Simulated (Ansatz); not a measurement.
**K: pressure up to the limit of the methods**

Aim: compress K (dhcp type) step by step, far beyond the usual range, and follow pressure and electronic structure. The runs shown use PAW. Its runs: cell relaxed at zero pressure (PAW); volume scaled by 1 (PAW and PAW (source ansatz)); shape and atoms relaxed at 0.92 of the volume (PAW); volume scaled by 0.92 (PAW); shape and atoms relaxed at 0.84 of the volume (PAW); volume scaled by 0.84 (PAW); shape and atoms relaxed at 0.6 of the volume (PAW); volume scaled by 0.6 (PAW); shape and atoms relaxed at 0.45 of the volume (PAW); volume scaled by 0.45 (PAW and PAW (level accurate)).

Method: DFT PBE, with the methods named in each step, in Ansatz 0.2.0.

**1. The system as given**

It takes space group P6_3/mmc (No. 194, hexagonal). Conventional cell: a = 4.715 Å, b = 4.715 Å, c = 15.323 Å, α = 90.00°, β = 90.00°, γ = 120.00°.

Coordinates:

```
K
1.0
     4.71470    0.00000    0.00000
    -2.35735    4.08305    0.00000
     0.00000    0.00000   15.32276
K
4
Cartesian
  0.0000 0.0000 0.0000
  0.0000 0.0000 7.6614
  0.0000 2.7220 3.8307
  2.3573 1.3610 11.4921
```

Whether this phase is the stable one at these pressures isn't tested.

Atoms are numbered in the order of the input: K1, K2, K3, K4.

**2. Cell relaxed at zero pressure, PAW**

File input.yaml:

```yaml
crystal:
  lattice:
    - [4.7146953698, 0.0, 0.0]
    - [-2.3573476849, 4.0830459613, 0.0]
    - [0.0, 0.0, 15.3227599518]
  atoms:
    - { symbol: K, position: [0.0, 0.0, 0.0] }
    - { symbol: K, position: [0.0, 0.0, 0.5] }
    - { symbol: K, position: [0.3333333333, 0.6666666667, 0.25] }
    - { symbol: K, position: [0.6666666667, 0.3333333333, 0.75] }
kpoints:
  mp_grid: { grid: [8, 8, 3] }
scf:
  occupations: { method: fermi_dirac, width: 0.1 }
hamiltonian:
  xc: pbe
  pseudopotentials: { kind: paw }
output:
  forces: true
  stress: true
relax:
  f_tol: 0.005
  max_steps: 40
  cell: {}
```

Started as:

```console
> ansatz run input.yaml --threads 1 --pin off --max-ram 3072MiB --backend cpu --events-out ev --progress --plain --runs-dir out
```

After this run come: Volume scaled by 1, PAW; Volume scaled by 1, PAW (source ansatz); Shape and atoms relaxed at 0.92 of the volume, PAW; Volume scaled by 0.92, PAW; Shape and atoms relaxed at 0.84 of the volume, PAW; Volume scaled by 0.84, PAW; Shape and atoms relaxed at 0.6 of the volume, PAW; Volume scaled by 0.6, PAW; Shape and atoms relaxed at 0.45 of the volume, PAW; Volume scaled by 0.45, PAW; Volume scaled by 0.45, PAW (level accurate).

Before running it: what results should come out? Wanted: PAW pressure at 0.45 of the volume; PAW; fitted bulk modulus at zero pressure.

**Answer**, as computed:

```
                                           quantity     value
                 PAW pressure at 0.45 of the volume  12.1 GPa
PAW (level accurate) pressure at 0.45 of the volume  12.1 GPa
         fitted bulk modulus at zero pressure (PAW)   3.7 GPa
                            its pressure derivative      3.65
```

What this shows: By PAW the pressure climbs to 12.1 GPa at 0.45 of the first volume. One third-order Birch-Murnaghan curve follows these points (B₀ = 3.7 GPa, B′ = 3.65, misfit at most 0.01 GPa). A fit over so wide a range leans to the high pressures, so B₀ can be off by several per cent. No all-electron run checks these rows here, and frozen cores can fail under such compression. The ions are at rest, and the electrons smeared by 0.1 eV.
